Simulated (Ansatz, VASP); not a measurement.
Two plane-wave programs on H

```
H
1.0
    -1.75386    1.75386    2.18654
     1.75386   -1.75386    2.18654
     1.75386    1.75386   -2.18654
H
2
Direct
  0.91318 0.91318 0.00000
  0.08682 0.08682 0.00000
```

Alike in both runs: functional PBEsol; k mesh 10 × 10 × 10; occupations gaussian, width 0.02 eV; no spin polarisation.

Ansatz relaxed the structure, and its values are those at the end. VASP's run is a single point on that final structure, the one shown.

```csv
,VASP,Ansatz
version,VASP 6.6.1,Ansatz 0.2.0
potentials or method,"VASP PAW PBE potentials, release 64 (H)","scalar-relativistic, plane waves, PAW"
plane-wave cutoff (eV),520,420
valence electrons in the cell,2,2
```

|  | VASP | Ansatz | Ansatz less VASP |
| --- | --- | --- | --- |
| gap on the k mesh at the Fermi level (eV) | 8.86 | 8.87 | +0.003 |
| least direct gap on the mesh (eV) | 9.51 | 9.52 | +0.004 |
| pressure (GPa) | -0.1 | 0.0 | +0.16 |

Caveats: the PAW data sets were made with another functional, which shifts forces and pressure a little (VASP). Expect the measured gap to be larger: semilocal functionals such as PBEsol lack the derivative discontinuity. A k mesh can miss the band edges.
